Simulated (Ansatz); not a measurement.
Zn:

```
Zn
1.0
     2.67000    0.00000    0.00000
    -1.33500    2.31229    0.00000
     0.00000    0.00000    4.96600
Zn
2
Direct
  0.66667 0.33333 0.75000
  0.33333 0.66667 0.25000
```

- Program: Ansatz 0.2.0
- Task: relaxation of cell and atoms
- Functional: PBEsol
- Dispersion: D3(BJ)-ATM
- Potentials or basis: Ansatz PAW
- Cutoff: 420 eV (not typed: the program's choice for these potentials)
- k mesh: 11 × 11 × 6
- Occupations: fermi-dirac, width 0.05 eV
- Spin: no spin polarisation

At the start: volume 15.33 Å³/atom.

**Question.** How do energy, volume and symmetry change on relaxing?

**Answer.** It ends after 11 steps and the volume is 13.46 Å³/atom (-12.2 %); space group P6_3/mmc (No. 194, to 0.05 Å).

Step by step:
```csv
step,energy change (eV),largest force (eV/Å),volume (Å³)
1,0.0000,0.0000,30.66
2,-0.1076,0.0000,27.95
3,-0.1239,0.0000,26.31
4,-0.1319,0.0000,26.41
5,-0.1367,0.0000,27.38
6,-0.1394,0.0000,26.91
7,-0.1396,0.0000,26.90
8,-0.1396,0.0000,26.92
9,-0.1381,0.0000,26.92
10,-0.1381,0.0000,26.91
11,-0.1381,0.0000,26.91
```

Final structure:
```yaml
crystal:
  lattice:
    - [2.66017, 0.00000, 0.00000]
    - [-1.33009, 2.30378, 0.00000]
    - [0.00000, 0.00000, 4.39130]
  atoms:
    - { symbol: Zn, position: [0.66667, 0.33333, 0.75000] }
    - { symbol: Zn, position: [0.33333, 0.66667, 0.25000] }
```

Caveat: the plane-wave basis is chosen anew once the cell has moved, so the energies of steps on either side of that aren't comparable; pairwise dispersion overbinds metals, which lowers pressure and volume; the PAW data sets come from PBE, with cores solved anew for the run's functional, which leaves a small shift of forces and pressure.
